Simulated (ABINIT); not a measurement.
**MoP: band structure with PBE**

Crystal: MoP.

```
CELL_PARAMETERS angstrom
3.22300 0.00000 0.00000
-1.61150 2.79120 0.00000
0.00000 0.00000 3.19100
ATOMIC_POSITIONS crystal
Mo 0.00000 0.00000 0.00000
P 0.33333 0.66667 0.50000
```

| Item | Value |
| --- | --- |
| Program | ABINIT 10.8.3 (patched build) |
| Task | band structure |
| Functional | PBE |
| Potentials or basis | PseudoDojo NC SR PBE v0.4 stringent |
| Cutoff | 1088 eV |
| k mesh | 10 × 10 × 8 |
| Occupations | fermi-dirac, width 0.05 eV |
| Spin | no spin polarisation |

- Pressure: 2.7 GPa
- Band gap on the k mesh: none (metal or under the smearing width)
- Valence electrons inside the program's atomic spheres: Mo 10.60; P 2.91

Stress tensor (GPa, compression positive):
```
2.95 0.00 0.00
0.00 2.95 0.00
0.00 0.00 2.35
```

Levels at the corners of the path, in eV from the Fermi level:
| point | band 6 | band 7 | band 8 | band 9 | band 10 | band 11 | band 12 | band 13 | band 14 | band 15 |
| --- | --- | --- | --- | --- | --- | --- | --- | --- | --- | --- |
| Γ | -4.17 | -3.29 | -3.29 | -0.70 | 0.29 | 0.29 | 4.14 | 4.14 | 5.58 | 8.95 |
| M | -7.24 | -3.93 | -3.72 | -1.26 | -0.41 | 1.73 | 2.37 | 4.66 | 6.14 | 8.38 |
| K | -6.55 | -5.24 | -3.74 | -1.51 | -0.06 | 0.69 | 0.81 | 6.84 | 8.83 | 10.85 |
| Γ | -4.17 | -3.29 | -3.29 | -0.70 | 0.29 | 0.29 | 4.14 | 4.14 | 5.58 | 8.95 |
| A | -7.82 | -2.71 | -2.71 | -1.66 | -1.66 | 1.34 | 2.95 | 2.95 | 7.92 | 8.71 |
| L | -6.12 | -5.28 | -4.42 | -1.03 | 1.45 | 1.85 | 3.56 | 5.07 | 6.20 | 6.68 |
| H | -6.87 | -5.69 | -3.24 | -1.30 | 1.56 | 3.30 | 4.23 | 4.29 | 4.98 | 5.51 |
| A | -7.82 | -2.71 | -2.71 | -1.66 | -1.66 | 1.34 | 2.95 | 2.95 | 7.92 | 8.71 |

It took 3.3 min on 1 thread of Arm Neoverse N1, with other jobs on the host, peak memory 0.13 GiB.
